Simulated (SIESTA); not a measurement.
## CdSe (Cadmoselite) under changes of volume

One of the cells (28.102 Å³/atom); the others are scaled copies at fixed shape and fractional positions:

```
Cd Se
1.0
     4.30000    0.00000    0.00000
    -2.15000    3.72391    0.00000
     0.00000    0.00000    7.02000
Cd Se
2 2
Direct
  0.66667 0.33333 0.50000
  0.33333 0.66667 0.00000
  0.66667 0.33333 0.88500
  0.33333 0.66667 0.38500
```

| Quantity | Value |
| --- | --- |
| Program | SIESTA 5.4.2 |
| Functional | B86bPBE |
| Potentials or basis | PseudoDojo 0.4 standard (PBE files) |
| Basis | DZP (energy shift 0.002 Ry) |
| Grid cutoff | 800 Ry |
| Energy shift | 0.002 Ry |
| k mesh | 7 × 7 × 4 |
| Occupations | fermi-dirac, width 0.05 eV |
| Spin | no spin polarisation |

| volume (Å³/atom) | energy over the lowest point (meV/atom) | pressure (GPa) | gap on the mesh (eV) | largest force (eV/Å) |
| --- | --- | --- | --- | --- |
| 26.416 | 95.71 | 9.0 | 1.15 | 0.419 |
| 26.978 | 67.11 | 7.3 | 1.09 | 0.390 |
| 27.540 | 44.38 | 5.7 | 1.02 | 0.361 |
| 28.102 | 26.70 | 4.4 | 0.96 | 0.337 |
| 28.665 | 13.75 | 3.1 | 0.89 | 0.315 |
| 29.227 | ? | ? | ? | ? |
| 29.789 | 0.00 | 1.0 | 0.77 | 0.272 |

Q: What does the run at 29.227 Å³/atom give?

A: Energy over the lowest point 5.14 meV/atom; pressure 2.0 GPa; gap on the mesh 0.83 eV; largest force 0.293 eV/Å.

Worked out: A Birch-Murnaghan fit of order 3 (a polynomial in V^(-2/3)) to the other rows has its minimum at 30.35 Å³/atom, just outside them, with B0 = V·E''(V) = 47 GPa and B' = 4.6 at fixed shape and positions, which overstates the stiffness. It gives 4.99 meV/atom at 29.227 Å³/atom, against the run's 5.14, and -dE/dV = 1.9 GPa, against 2.0. A straight line through the other rows of the gap, of slope -3.19 eV per unit of ln V (its deformation potential), gives 0.83 eV, against the run's 0.83.

Energies are extrapolated to zero smearing.

Caveats: semicore shells carry a single zeta, which can move pressures by several GPa and volumes by a few percent; the potentials were made for another functional, which shifts forces and pressure; an odd mesh through Γ misses points on the zone boundary, where band edges often lie; the basis of atomic orbitals isn't converged, which shifts pressures, moduli and gaps. Spin-orbit coupling on Cd, Se is left out.
